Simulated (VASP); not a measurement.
A run of VASP 6.6.1 is set up as follows.

The input INCAR:

```
ALGO = Normal ; EDIFF = 1E-7
EDIFFG = -0.005 ; ENCUT = 600
GGA = CA ; IBRION = 2
ISIF = 3 ; ISMEAR = 0
LASPH = True ; LCHARG = False
LREAL = False ; LWAVE = False
NELM = 80 ; NSW = 90
PREC = Accurate ; SIGMA = 0.03
```

KPOINTS

```
k-points
0
Gamma
  8 8 8
```

POSCAR

```
AgCl                                    
1.0
    0.0000000000      2.6780905363      2.6780905363
    2.6780905363      0.0000000000      2.6780905363
    2.6780905363      2.6780905363      0.0000000000
  Ag              Cl            
     1     1
Direct
     0.0000000000000000    0.0000000000000000    0.0000000000000000
     0.5000000000000000    0.5000000000000000    0.5000000000000000
```

Potentials or basis: VASP PAW LDA potentials, release 64 (Ag, Cl).

Launch:

```bash
$ cat potpaw_LDA.64/Ag/POTCAR potpaw_LDA.64/Cl/POTCAR > POTCAR
$ mpirun -np 1 vasp_std > vasp.out
```

(1) Estimate the band gap on the k mesh.

Results:

(1) 0.65 eV, indirect (least direct gap 3.36 eV).

Caveat: the relaxation stopped at its first step, so nothing moved.
